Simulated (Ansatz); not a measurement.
Here is an Ansatz 0.2.0 calculation.

File input.yaml:

```yaml
crystal:
  lattice:
    - [0.0, 2.22, 2.22]
    - [2.22, 0.0, 2.22]
    - [2.22, 2.22, 0.0]
  atoms:
    - { symbol: Hf, position: [0.0, 0.0, 0.0] }
hamiltonian:
  xc: pbesol
  pseudopotentials: { kind: paw }
kpoints:
  mp_grid: { grid: [10, 10, 10] }
  band_path:
    path:
      - [[0.0, 0.0, 0.0], [0.5, 0.0, 0.5], [0.5, 0.25, 0.75], [0.375, 0.375, 0.75], [0.0, 0.0, 0.0], [0.5, 0.5, 0.5], [0.625, 0.25, 0.625], [0.5, 0.25, 0.75], [0.5, 0.5, 0.5], [0.375, 0.375, 0.75]]
      - [[0.625, 0.25, 0.625], [0.5, 0.0, 0.5]]
    npoints: 14
scf:
  occupations: { method: fermi_dirac, width: 0.05 }
  n_extra_bands: 6
output:
  forces: true
  stress: true
  eigenvalues: true
  fatbands: false
```

Potentials or basis: Ansatz PAW.

Launch:

```console
$ ansatz run input.yaml --threads 2 --pin off --max-ram 5632MiB --backend cpu --events-out ev --progress --plain --runs-dir out
```

**Question.** Predict the pressure.

**Answer.** -1.7 GPa.

**Question.** What does it give for the band gap on the k mesh?

**Answer.** None (metal or under the smearing width).

Levels at the corners of the path, in eV from the Fermi level:
| point | band 10 | band 11 | band 12 | band 13 | band 14 | band 15 | band 16 | band 17 |
| --- | --- | --- | --- | --- | --- | --- | --- | --- |
| Γ | -11.51 | -11.51 | -7.30 | 1.38 | 1.38 | 1.38 | 4.24 | 4.24 |
| X | -11.54 | -11.52 | -3.37 | -2.23 | 2.65 | 6.44 | 7.09 | 7.09 |
| W | -11.55 | -11.52 | -1.86 | -0.40 | -0.40 | 2.51 | 7.10 | 9.24 |
| K | -11.54 | -11.52 | -2.31 | -1.48 | 0.88 | 4.04 | 6.06 | 6.78 |
| Γ | -11.51 | -11.51 | -7.30 | 1.38 | 1.38 | 1.38 | 4.24 | 4.24 |
| L | -11.53 | -11.50 | -3.72 | 0.66 | 1.14 | 1.14 | 6.44 | 6.44 |
| U | -11.54 | -11.52 | -2.31 | -1.48 | 0.88 | 4.04 | 6.06 | 6.78 |
| W | -11.55 | -11.52 | -1.86 | -0.40 | -0.40 | 2.51 | 7.10 | 9.24 |
| L | -11.53 | -11.50 | -3.72 | 0.66 | 1.14 | 1.14 | 6.44 | 6.44 |
| K | -11.54 | -11.52 | -2.31 | -1.48 | 0.88 | 4.04 | 6.06 | 6.78 |
| U | -11.54 | -11.52 | -2.31 | -1.48 | 0.88 | 4.04 | 6.06 | 6.78 |
| X | -11.54 | -11.52 | -3.37 | -2.23 | 2.65 | 6.44 | 7.09 | 7.09 |

Caveat: spin-orbit coupling is left out, which moves the levels of the heavy elements; the PAW data sets come from PBE, with cores solved anew for the run's functional, which leaves a small shift of forces and pressure.
